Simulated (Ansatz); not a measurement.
# Ag under changes of volume

One of the cells (17.048 Å³/atom); the others are scaled copies at fixed shape and fractional positions:

```
Ag
1.0
     0.00000    2.04275    2.04275
     2.04275    0.00000    2.04275
     2.04275    2.04275    0.00000
Ag
1
Direct
  0.00000 0.00000 0.00000
```

| Property | Result |
| --- | --- |
| Program | Ansatz 0.2.0 |
| Functional | PBEsol |
| Potentials or basis | Ansatz PAW |
| Cutoff | 420 eV (not typed: the program's choice for these potentials) |
| k mesh | 11 × 11 × 11 |
| Occupations | fermi-dirac, width 0.05 eV |
| Spin | no spin polarisation |

| volume (Å³/atom) | energy over the lowest point (meV/atom) | pressure (GPa) |
| --- | --- | --- |
| 16.025 | 7.98 | 4.8 |
| 16.366 | 1.07 | 1.9 |
| 16.707 | 0.00 | -0.7 |
| 17.048 | ? | ? |
| 17.389 | 12.46 | -4.8 |
| 17.730 | 24.67 | -6.5 |
| 18.071 | 40.10 | -7.9 |

**Question.** What does the run at 17.048 Å³/atom give?

**Answer.** Energy over the lowest point 4.03 meV/atom; pressure -2.9 GPa.

Worked out: A Birch-Murnaghan fit of order 3 (a polynomial in V^(-2/3)) to the other rows has its minimum at 16.60 Å³/atom with B0 = V·E''(V) = 121 GPa and B' = 6.1. It gives 4.04 meV/atom at 17.048 Å³/atom, against the run's 4.03, and -dE/dV = -3.0 GPa, against -2.9.

Energies are extrapolated to zero smearing.

Caveats: the PAW data sets come from PBE, with cores solved anew for the run's functional, which leaves a small shift of forces and pressure.
